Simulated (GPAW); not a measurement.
**S K ELNES/XANES of BeS (F-43m) from DFT**

Aim: the near-edge shape at the S K edge of BeS (F-43m), and what the core hole does to it.

Method: X-ray absorption from dipole matrix elements to empty bands, plane-wave PAW PBE, in GPAW 26.7.0.

The database entry behind the starting cell differs from later determinations by our own check (0.1 to 0.3 % short, probably kX units), so it need not match the best structure at ambient conditions.

## 1. Starting point

Symmetry: F-43m, No. 216, cubic system. The conventional cell has a = 4.850 Å, b = 4.850 Å, c = 4.850 Å, α = 90.00°, β = 90.00°, γ = 90.00°. Nearest to S lie 4 Be at 2.10 Å. Nearest to Be lie 4 S at 2.10 Å. Farther neighbours and most contacts between anions are not listed.

As a file:

```
S Be
1.0
     0.00000    2.42500    2.42500
     2.42500    0.00000    2.42500
     2.42500    2.42500    0.00000
S Be
1 1
Direct
  0.75000 0.75000 0.75000
  0.00000 0.00000 0.00000
```

## 2. Ground state of the crystal

The ground state comes first: it tells whether the system has a gap, which decides how the excited electron is treated.

File scf.py:

```python
import numpy as np
from ase import Atoms
from ase.parallel import parprint, paropen
from gpaw import GPAW, PW, FermiDirac, Mixer, MixerDif, setup_paths
from gpaw.test import gen
setup_paths.insert(0, '.')
gen('S', name='nch1s', xcname='PBE', corehole=(1, 0, 0), write_xml=True)
from gpaw.mpi import world
world.barrier()

atoms = Atoms('SBe',
    cell=[[0, 2.425, 2.425],
     [2.425, 0, 2.425],
     [2.425, 2.425, 0]],
    scaled_positions=[[0.75, 0.75, 0.75],
     [0, 0, 0]],
    pbc=True)
atoms.calc = calc = GPAW(legacy_gpaw=True, mode=PW(430, force_complex_dtype=True), xc='PBE', setups={0: 'nch1s'},
    kpts={'size': (9, 9, 9), 'gamma': True}, occupations=FermiDirac(0.05),
    charge=0, mixer=Mixer(0.1, 5, 50), maxiter=150,
    convergence={'density': 0.0001, 'eigenstates': 1e-6}, txt='scf.txt')
energy = atoms.get_potential_energy() + calc.get_reference_energy()
ef = calc.get_fermi_level()
out = dict(energy=energy, fermi=ef, forces=atoms.get_forces().tolist())
parprint(f'all-electron energy {energy:.4f} eV, Fermi level {ef:.4f} eV')
ev = np.array([[calc.get_eigenvalues(k, s) for k in range(len(calc.get_ibz_k_points()))] for s in range(calc.get_number_of_spins())])
out['homo'], out['lumo'], out['counts'] = ev[ev < ef].max(), ev[ev > ef].min(), sorted(set((ev < ef).sum((0, 2)).tolist()))
out['filled'] = (ev[:, 0] < ef).sum(1).tolist()
import json
with paropen('out.json', 'w') as f:
    json.dump(out, f)
```

Launch:

```
> OMP_NUM_THREADS=1 mpirun -n 4 gpaw python scf.py
```

Numbers of over 12 decimals in the logs are rounded to 6 here.

The program printed:

```text
Input parameters:
  convergence: {density: 0.0001,
                eigenstates: 1e-06}
  kpts: {gamma: True,
         size: (9, 9, 9)}
  maxiter: 150
  mixer: {backend: pulay,
          beta: 0.1,
          method: separate,
          nmaxold: 5,
          weight: 50}
  mode: {ecut: 430.0,
         force_complex_dtype: True,
         name: pw}
  occupations: {fixmagmom: False,
                name: fermi-dirac,
                width: 0.05}
  setups: {0: nch1s}
  xc: PBE

Initialize ...

[... PAW data sets ...]

Reference energy: -11255.805173  # eV

Spin-paired calculation

[... convergence settings ...]
Symmetries present (total): 24
  [... symmetry matrices ...]

729 k-points: 9 x 9 x 9 Monkhorst-Pack grid
35 k-points in the irreducible part of the Brillouin zone
       k-points in crystal coordinates                weights
   0:     0.00000000    0.00000000    0.00000000          1/729
   1:     0.11111111    0.11111111    0.00000000          6/729
   2:     0.11111111    0.11111111    0.11111111          8/729
   3:     0.22222222    0.11111111    0.11111111         12/729
   4:     0.22222222    0.22222222    0.00000000          6/729
   5:     0.22222222    0.22222222    0.11111111         24/729
   6:     0.22222222    0.22222222    0.22222222          8/729
   7:     0.33333333    0.22222222    0.11111111         24/729
   8:     0.33333333    0.22222222    0.22222222         24/729
   9:     0.33333333    0.33333333   -0.33333333         12/729
          ...
  34:     0.44444444    0.44444444    0.44444444          8/729

Wave functions: Plane wave expansion
  Cutoff energy: 430.000 eV
  Number of coefficients (min, max): 561, 589
  Pulay-stress correction: 0.000000 eV/Ang^3 (de/decut=0.000000)
  Using FFTW library
  Wavefunction extrapolation:
    Improved wavefunction reuse through dual PAW basis

Occupation numbers: Fermi-Dirac:
  width: 0.0500  # eV

Eigensolver
   Davidson(niter=2)

Densities:
  Coarse grid: 18*18*18 grid
  Fine grid: 36*36*36 grid
  Total Charge: 0.000000

Density mixing:
  Method: separate
  Backend: pulay
  Linear mixing parameter: 0.1
  old densities: 5
  Width of damping distribution: 1.1
  Damping of long wavelength oscillations: 50

[... Hamiltonian set-up ...]
Number of atoms: 2
Number of atomic orbitals: 8
Number of bands in calculation: 8
Number of valence electrons: 8
Bands to converge: occupied

... initialized

Initializing position-dependent things.

Density initialized from atomic densities
Creating initial wave functions:
  8 bands from LCAO basis set

                   S

       Be

Atomic positions and initial magnetic moments

Positions:
   0 S      3.637500    3.637500    3.637500    ( 0.0000,  0.0000,  0.0000)
   1 Be     0.000000    0.000000    0.000000    ( 0.0000,  0.0000,  0.0000)

Unit cell:
           periodic     x           y           z      points  spacing
  1. axis:    yes    0.000000    2.425000    2.425000    18     0.1556
  2. axis:    yes    2.425000    0.000000    2.425000    18     0.1556
  3. axis:    yes    2.425000    2.425000    0.000000    18     0.1556

  Lengths:   3.429468   3.429468   3.429468
  Angles:   60.000000  60.000000  60.000000

Effective grid spacing dv^(1/3) = 0.1697

iter:   1   -10.024545
iter:   2    -9.999624   -1.92  -0.95
iter:   3    -9.950960   -1.55  -0.99
iter:   4    -9.926283   -3.39  -1.39
iter:   5    -9.917164   -2.43  -1.62
iter:   6    -9.913245   -3.42  -1.72
iter:   7    -9.912437   -4.17  -2.11
iter:   8    -9.912316c  -4.65  -2.65
iter:   9    -9.912317c  -5.97  -3.45
iter:  10    -9.912316c  -6.18c -3.37
iter:  11    -9.912316c  -7.75c -4.08c

Converged after 11 iterations.

Dipole moment: (3.390727, 3.390727, 3.390727) |e|*Ang

Energy contributions relative to reference atoms: (reference = -11255.805173)

Kinetic:        +11.706173
Potential:      -10.738585
External:        +0.000000
XC:             -10.862142
Entropy (-ST):   -0.000000
Local:           -0.017762
SIC:             +0.000000
--------------------------
Free energy:     -9.912316
Extrapolated:    -9.912316

Showing only first 2 kpts
 Kpt  Band  Eigenvalues  Occupancy
  0     2      4.69227    2.00000
  0     3      4.69227    2.00000
  0     4     10.33719    0.00000
  0     5     10.33719    0.00000

  1     2      4.20938    2.00000
  1     3      4.20938    2.00000
  1     4      9.95637    0.00000
  1     5     11.10565    0.00000

Fermi level: 5.93105

Gap: 3.197 eV
Transition (v -> c):
  (s=0, k=0, n=3, [0.00, 0.00, 0.00]) -> (s=0, k=30, n=4, [0.44, 0.44, 0.00])
Direct/indirect transitions are different
Direct gap: 5.645 eV
Transition at: (s=0, k=0, n=3, [0.00, 0.00, 0.00])

Forces in eV/Ang:
  0 S    -0.00000    0.00000    0.00000
  1 Be   -0.00000    0.00000    0.00000
Scalar-relativistic atomic PBE calculation for S (Sulfur, Z=16)
Core hole in 1s state (1s occupation: 2.0)
450 radial gridpoints.
|------------------------------------------------|
|------------------------------------------------|
[... the atom generator's iteration count ...]

Energy contributions:
-------------------------
Kinetic:     +400.475044
XC:           -25.464799
Potential:   -774.020431
-------------------------
Total:       -399.010186

state      eigenvalue         ekin         rmax
-----------------------------------------------
1s^2.0 :   -88.400017   122.217219        0.063
2s^2.0 :    -7.779192    18.562705        0.388
2p^6.0 :    -5.751522    17.633089        0.326
3s^2.0 :    -0.634076     2.729428        1.412
3p^4.0 :    -0.257545     1.914451        1.605
-----------------------------------------------
(units: Bohr and Hartree)

Generating PAW setup
Kinetic energy of the core from tauc = 388.453022
Cutoffs:
rc(s)=1.840
rc(p)=1.850
rc(d)=1.700
rc(vbar)=1.720
rc(comp)=1.430
rc(nct)=1.850

Kinetic energy of the core states: 387.358382
Charge: 0.0
Core electrons: 10.0
Valence electrons: 6.0
Pseudo-core charge: 0.058697
Shape function alpha=4.890
Pseudo-electron charge 6.443685
state    eigenvalue         norm
--------------------------------
3s(2) :    -0.634076     1.192540
*s    :     0.365924
3p(4) :    -0.257545     0.999977
*p    :     0.742455
*d    :     0.000000
--------------------------------

Diagonalizing with gridspacing h=0.050

state   all-electron     PAW
-------------------------------
3s:      -0.634076    -0.634693
3p:      -0.257545    -0.257957
*d:                    0.042231
*f:                    0.074234
-------------------------------
all-electron energy -11265.7175 eV, Fermi level 5.9311 eV
```

It took 3.6 s on 4 MPI ranks of AMD EPYC 9R14 (Zen 4), shared host; peak memory 0.16 GiB.

The mesh shows a gap of 3.20 eV, so the hole is first treated in a charged cell, without the excited electron.

## 3. Spectrum without a core hole, S atom 1

Without a hole the spectrum is the empty density of states of the right symmetry on the absorber, weighted by matrix elements. It needs only the small cell and serves as the baseline. The data set with a hole of occupation 0 only carries the core orbital.

The absorber has 4 Be at 2.10 Å (tetrahedral, site symmetry -43m).

File xas.py:

```python
import numpy as np
from ase import Atoms
from ase.parallel import parprint, paropen
from gpaw import GPAW, PW, FermiDirac, Mixer, MixerDif, setup_paths
from gpaw.test import gen
setup_paths.insert(0, '.')
gen('S', name='nch1s', xcname='PBE', corehole=(1, 0, 0), write_xml=True)
from gpaw.mpi import world
world.barrier()

atoms = Atoms('SBe',
    cell=[[0, 2.425, 2.425],
     [2.425, 0, 2.425],
     [2.425, 2.425, 0]],
    scaled_positions=[[0.75, 0.75, 0.75],
     [0, 0, 0]],
    pbc=True)
atoms.calc = calc = GPAW(legacy_gpaw=True, mode=PW(430, force_complex_dtype=True), xc='PBE', setups={0: 'nch1s'},
    kpts={'size': (9, 9, 9), 'gamma': True}, occupations=FermiDirac(0.02),
    charge=0, mixer=Mixer(0.1, 5, 50), maxiter=150,
    convergence={'density': 0.0001, 'eigenstates': 1e-6}, txt='scf.txt')
energy = atoms.get_potential_energy() + calc.get_reference_energy()
ef = calc.get_fermi_level()
out = dict(energy=energy, fermi=ef, forces=atoms.get_forces().tolist())
parprint(f'all-electron energy {energy:.4f} eV, Fermi level {ef:.4f} eV')
ev = np.array([[calc.get_eigenvalues(k, s) for k in range(len(calc.get_ibz_k_points()))] for s in range(calc.get_number_of_spins())])
out['homo'], out['lumo'], out['counts'] = ev[ev < ef].max(), ev[ev > ef].min(), sorted(set((ev < ef).sum((0, 2)).tolist()))
out['filled'] = (ev[:, 0] < ef).sum(1).tolist()

from ase.units import Ha
from gpaw.xas import dipole_matrix_elements
nb = int(calc.get_number_of_electrons() / 2) + 20
top = nb
nscf = calc.fixed_density(kpts={'size': (8, 8, 8), 'gamma': True},
    convergence={'eigenstates': 1.0}, txt='nscf.txt')
nscf.diagonalize_full_hamiltonian(nbands=nb)
cell = atoms.cell.array
ops = [cell.T @ U.T @ np.linalg.inv(cell.T) for U in nscf.wfs.kd.symmetry.op_scc]
filled = [4]  # bands filled in the ground state, by spin
E = np.arange(-25, 34, 0.1)
fwhm = np.interp(E, [4, 25], [0.9, 3.5])
Y, X, zero, highest = 0, 0, 1e9, 1e9
for spin in range(nscf.get_number_of_spins()):
    wfs = nscf.wfs
    mine = wfs.bd.get_slice()  # this rank's bands
    A = dipole_matrix_elements(wfs.setups[0])
    eps = np.zeros((wfs.kd.nibzkpts, nb))
    d = np.zeros((3, A.shape[1], wfs.kd.nibzkpts, nb), complex)
    for kpt in wfs.kpt_u:
        if kpt.s == spin and 0 in kpt.P_ani:
            eps[kpt.k, mine] = kpt.eps_n * Ha
            d[:, :, kpt.k, mine] = (kpt.weight * wfs.nspins / 2) ** 0.5 * np.inner(A, kpt.P_ani[0])
    world.sum(eps)
    world.sum(d)
    T = np.einsum('amkn,bmkn->abkn', d, d.conj()).real
    T = sum(np.einsum('ai,ijkn,bj->abkn', R, T, R) for R in ops) / len(ops)
    empty = np.ones_like(eps, bool) & (np.arange(nb) >= filled[spin])
    zero, highest = min(zero, eps[empty].min()), min(highest, eps[:, top - 1].min())
    lines = [(eps, T, empty)] if spin == 0 else lines + [(eps, T, empty)]
for eps, T, empty in lines:
    f = np.einsum('aakn->akn', T).reshape(3, -1)
    x = eps.ravel() - zero
    w = np.interp(x, E, fwhm) / 2.35482
    g = np.exp(-0.5 * ((E[:, None] - x) / w) ** 2) / (w * (2 * np.pi) ** 0.5)
    Y = Y + (f * empty.ravel()) @ g.T
    X = X + (f * ~empty.ravel()) @ g.T
out.update(E=E.round(2).tolist(), xas=Y.tolist(), xes=X.tolist(), zero=zero, valid=highest - zero, nk=len(eps), nb=nb)
for i in range(0, len(E), 10):
    parprint(f'{E[i]:7.2f}', *(f'{v:10.3e}' for v in Y[:, i]))
import json
with paropen('out.json', 'w') as f:
    json.dump(out, f)
```

Launch:

```
> OMP_NUM_THREADS=1 mpirun -n 4 gpaw python xas.py
```

The program printed:

```text
Input parameters:
  convergence: {density: 0.0001,
                eigenstates: 1e-06}
  kpts: {gamma: True,
         size: (9, 9, 9)}
  maxiter: 150
  mixer: {backend: pulay,
          beta: 0.1,
          method: separate,
          nmaxold: 5,
          weight: 50}
  mode: {ecut: 430.0,
         force_complex_dtype: True,
         name: pw}
  occupations: {fixmagmom: False,
                name: fermi-dirac,
[...]
*p    :     0.742455
*d    :     0.000000
--------------------------------

Diagonalizing with gridspacing h=0.050

state   all-electron     PAW
-------------------------------
3s:      -0.634076    -0.634693
3p:      -0.257545    -0.257957
*d:                    0.042231
*f:                    0.074234
-------------------------------
all-electron energy -11265.7175 eV, Fermi level 5.8311 eV
[...]
32.00  2.276e-06  2.276e-06  2.276e-06
  33.00  1.977e-06  1.977e-06  1.977e-06
[key lines of the parts left out:]
Converged after 11 iterations.
Dipole moment: (3.390727, 3.390727, 3.390727) |e|*Ang
Free energy:     -9.912316
Fermi level: 5.83105
```

The job ended after 5.7 s (4 MPI ranks; peak memory 0.2 GiB; 22 s of CPU time).

The S K spectrum, S atom 1, no core hole (energy from the lowest empty level; intensity scaled to a mean of 1 over the first 20 eV):

```tsv
E (eV)	intensity
-2.00	0.00
-1.25	0.00
-0.50	0.00
0.25	0.01
1.00	0.08
1.75	0.23
2.50	0.56
3.25	1.00
4.00	1.38
4.75	1.19
5.50	1.75
6.25	1.57
7.00	1.01
7.75	1.59
8.50	1.36
9.25	1.06
10.00	1.06
10.75	1.06
11.50	1.00
12.25	0.98
13.00	1.09
13.75	1.18
14.50	1.17
15.25	1.10
16.00	1.00
16.75	0.93
17.50	0.89
18.25	0.86
19.00	0.82
19.75	0.77
20.50	0.71
21.25	0.64
22.00	0.58
22.75	0.56
23.50	0.55
24.25	0.56
25.00	0.58
25.75	0.61
26.50	0.64
27.25	0.63
28.00	0.59
28.75	0.57
29.50	0.57
30.25	0.62
31.00	0.67
```

Main maxima below 24 eV (height): 3.9 eV (1.38), 5.8 eV (1.94), 7.9 eV (1.62) and 14.1 eV (1.18). A K edge sees empty p states on the absorber.

The same matrix elements for filled bands give the S K emission of S atom 1 (ground-state approximation; energy from the lowest empty level, largest value 1):

```tsv
E (eV)	emission
-24.00	0.00
-23.25	0.00
-22.50	0.00
-21.75	0.00
-21.00	0.00
-20.25	0.00
-19.50	0.00
-18.75	0.00
-18.00	0.00
-17.25	0.00
-16.50	0.00
-15.75	0.00
-15.00	0.00
-14.25	0.00
-13.50	0.00
-12.75	0.00
-12.00	0.00
-11.25	0.00
-10.50	0.00
-9.75	0.00
-9.00	0.06
-8.25	0.38
-7.50	0.52
-6.75	0.47
-6.00	0.75
-5.25	0.96
-4.50	0.98
-3.75	0.57
-3.00	0.12
-2.25	0.00
-1.50	0.00
-0.75	0.00
0.00	0.00
0.75	0.00
1.50	0.00
2.25	0.00
3.00	0.00
```

Emission maxima: -7.8 eV (0.56) and -4.8 eV (1.00).

## 4. Supercell without a hole, the energy reference

The photon energy needs a difference of total energies, so the cell and mesh of the coming hole run are first run without a hole.

Changes to scf.py since step 2:

```diff
@@ -10,11 +10,21 @@
 
-atoms = Atoms('SBe',
-    cell=[[0, 2.425, 2.425],
-     [2.425, 0, 2.425],
-     [2.425, 2.425, 0]],
-    scaled_positions=[[0.75, 0.75, 0.75],
-     [0, 0, 0]],
+atoms = Atoms('S6Be6',
+    cell=[[2.425, 4.85, 2.425],
+     [2.425, -4.85, 2.425],
+     [2.425, -2.425, -4.85]],
+    scaled_positions=[[0.125, 0.375, 0],
+     [0.79166667, 0.375, 0.33333333],
+     [0.625, 0.875, 0],
+     [0.45833333, 0.375, 0.66666667],
+     [0.29166667, 0.875, 0.33333333],
+     [0.95833333, 0.875, 0.66666667],
+     [0, 0, 0],
+     [0.66666667, 0, 0.33333333],
+     [0.5, 0.5, 0],
+     [0.33333333, 0, 0.66666667],
+     [0.16666667, 0.5, 0.33333333],
+     [0.83333333, 0.5, 0.66666667]],
     pbc=True)
 atoms.calc = calc = GPAW(legacy_gpaw=True, mode=PW(430, force_complex_dtype=True), xc='PBE', setups={0: 'nch1s'},
-    kpts={'size': (9, 9, 9), 'gamma': True}, occupations=FermiDirac(0.05),
+    kpts={'size': (4, 3, 4), 'gamma': True}, occupations=FermiDirac(0.02),
     charge=0, mixer=Mixer(0.1, 5, 50), maxiter=150,
```

Launch:

```
> OMP_NUM_THREADS=1 mpirun -n 4 gpaw python scf.py
```

The program printed:

```text
Input parameters:
  convergence: {density: 0.0001,
                eigenstates: 1e-06}
  kpts: {gamma: True,
         size: (4, 3, 4)}
  maxiter: 150
  mixer: {backend: pulay,
          beta: 0.1,
          method: separate,
          nmaxold: 5,
          weight: 50}
  mode: {ecut: 430.0,
         force_complex_dtype: True,
         name: pw}
  occupations: {fixmagmom: False,
                name: fermi-dirac,
[...]
--------------------------------
3s(2) :    -0.634076     1.192540
*s    :     0.365924
3p(4) :    -0.257545     0.999977
*p    :     0.742455
*d    :     0.000000
--------------------------------

Diagonalizing with gridspacing h=0.050

state   all-electron     PAW
-------------------------------
3s:      -0.634076    -0.634693
3p:      -0.257545    -0.257957
*d:                    0.042231
*f:                    0.074234
-------------------------------
all-electron energy -67594.3046 eV, Fermi level 5.7871 eV
[key lines of the parts left out:]
Converged after 16 iterations.
Dipole moment: (7.254708, -5.834447, 7.254708) |e|*Ang
Free energy:    -59.475109
Fermi level: 5.78710
```

Elapsed: 12 s, on 4 MPI ranks; peak memory 0.24 GiB; 45 s of CPU time.

Reference energy: -67594.305 eV with the cores included.

[end of part 1 of 2]

[Banner, clock and machine lines of the logs are left out without a mark of their own.]

[Logs are printed without paths, hosts, clocks, repeated set-up lines and the standing remarks that a program may print on its own settings, such as how far it seeks lower states.]

[Hosts, paths, dates, database ids (printed as entryN), source tags and the programs' standing remarks are cut or masked in the printed files.]

[Lists of maxima count a maximum above −3 eV only where it reaches 4 % of the highest in the window and stands out from its surroundings by 2 % of it (1.5 % where it reaches 55 %); shoulders and weaker maxima are passed over, and of the rest the first, up to two pre-edge ones and the few strongest are named.]
